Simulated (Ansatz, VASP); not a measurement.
# One calculation of Ge, two programs

Contents of INCAR:

```
SYSTEM = Ge
ALGO     = Normal         ! electronic algorithm
EDIFF    = 1E-6           ! SCF threshold, eV
ENCUT    = 520            ! plane-wave cutoff, eV
GGA      = RP             ! functional
ISIF     = 2              ! what is computed and relaxed
ISMEAR   = -1             ! smearing method
LASPH    = .True.         ! aspherical terms in the spheres
LCHARG   = .False.        ! write CHGCAR
LREAL    = .False.        ! projectors in reciprocal space
LWAVE    = .False.        ! write WAVECAR
NBANDS   = 21             ! bands
NELM     = 100            ! most SCF steps
PREC     = Accurate       ! precision mode
SIGMA    = 0.05           ! smearing width, eV
```

The input KPOINTS:

```
k-points
0
Gamma
  8 8 8
  0 0 0
```

POSCAR

```
Ge
1.0
    0.0000000000      2.8289100000      2.8289100000
    2.8289100000      0.0000000000      2.8289100000
    2.8289100000      2.8289100000      0.0000000000
Ge
2
Direct
    0.7500000000      0.7500000000      0.7500000000
    0.5000000000      0.5000000000      0.5000000000
```

The input input.yaml:

```yaml
crystal:
  lattice:
    - [0.0, 2.82891, 2.82891]
    - [2.82891, 0.0, 2.82891]
    - [2.82891, 2.82891, 0.0]
  atoms:
    - { symbol: Ge, position: [0.75, 0.75, 0.75] }
    - { symbol: Ge, position: [0.5, 0.5, 0.5] }
kpoints:
  mp_grid: { grid: [8, 8, 8] }
  band_path:
    path:
      - [0.0, 0.0, 0.0]
      - [0.5, 0.0, 0.5]
      - [0.5, 0.25, 0.75]
      - [0.375, 0.375, 0.75]
      - [0.0, 0.0, 0.0]
      - [0.5, 0.5, 0.5]
      - [0.625, 0.25, 0.625]
      - [0.5, 0.25, 0.75]
    npoints: 6
scf:
  occupations: { method: fermi_dirac, width: 0.05 }
hamiltonian:
  xc: rpbe
  pseudopotentials: { kind: all_electron, lapw: { basis_error: 0.001 } }
output:
  forces: true
  stress: true
  eigenvalues: true
```

Alike in both runs: functional RPBE; k mesh 8 × 8 × 8; occupations fermi-dirac, width 0.05 eV; no spin polarisation.

|  | VASP | Ansatz |
| --- | --- | --- |
| version | VASP 6.6.1 | Ansatz 0.2.0 |
| potentials or method | VASP PAW PBE potentials, release 64 (Ge_d) | all-electron LAPW, scalar-relativistic |
| plane-wave cutoff (eV) | 520 | see its input |
| task | single point | band structure |

|  | VASP | Ansatz | Ansatz less VASP |
| --- | --- | --- | --- |
| gap on the k mesh at the Fermi level (eV) | 0.15 | 0.15 | -0.002 |
| least direct gap on the mesh (eV) | 0.15 | 0.15 | -0.002 |
| pressure (GPa) | 5.2 | 5.4 | +0.17 |

Ansatz ran all-electron here, so the differences hold the error of VASP's frozen core and of both bases.

Caveats: the PAW data sets were made with another functional, which shifts forces and pressure a little (VASP).
